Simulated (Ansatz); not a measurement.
The system is Gd.

```
CELL_PARAMETERS angstrom
-2.02500 2.02500 2.02500
2.02500 -2.02500 2.02500
2.02500 2.02500 -2.02500
ATOMIC_POSITIONS crystal
Gd 0.00000 0.00000 0.00000
```

This isn't the form of Gd at room conditions, which is hcp.

Base run:

- Program: Ansatz 0.2.0
- Functional: r2SCAN
- Potentials or basis: Ansatz PAW
- Cutoff: 500 eV (not typed: the program's choice for these potentials)
- k mesh: 7 × 7 × 7
- Occupations: fermi-dirac, width 0.05 eV
- Spin: collinear spin, ferromagnetic start
- Starting moments: [7.0] μB

Its results: band gap on the k mesh none (metal or under the smearing width); pressure 0.7 GPa; net moment 7.89 μB per cell; site moments Gd +7.51 μB.

Q: The run is repeated on the same cell with these changes: functional from r2SCAN to PBEsol; cutoff from 500 eV (not typed: the program's choice for these potentials) to 420 eV (not typed: the program's choice for these potentials). What comes out?

A: Band gap on the k mesh none (metal or under the smearing width); pressure -2.4 GPa; net moment 7.62 μB per cell; site moments Gd +7.34 μB.

Caveats: spin-orbit coupling is left out, which moves the levels of the heavy elements; the PAW data sets come from PBE, with cores solved anew for the run's functional, which leaves a small shift of forces and pressure; the magnetic or orbital state may not be the lowest (some runs).
